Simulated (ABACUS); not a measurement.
Crystal: Pd.

```
CELL_PARAMETERS angstrom
0.00000 1.94650 1.94650
1.94650 0.00000 1.94650
1.94650 1.94650 0.00000
ATOMIC_POSITIONS crystal
Pd 0.00000 0.00000 0.00000
```

Base run:

```yaml
Program: ABACUS 3.10.1
Functional: TM
Potentials_or_basis: SG15 ONCV 1.2 PBE
Cutoff: 1293 eV
Density_cutoff: 5170 eV
Basis: plane waves
k_mesh: 8 × 8 × 8
Occupations: fermi-dirac, width 0.05 eV
Spin: no spin polarisation
```

Its results: band gap on the k mesh none (metal or under the smearing width); pressure -0.6 GPa.

Problem. The run is repeated on the same cell with these changes: functional from TM to M06-L. What comes out?

Solution. Band gap on the k mesh none (metal or under the smearing width); pressure 5.4 GPa.

Caveats: the potentials were made for another functional, which shifts forces and pressure.
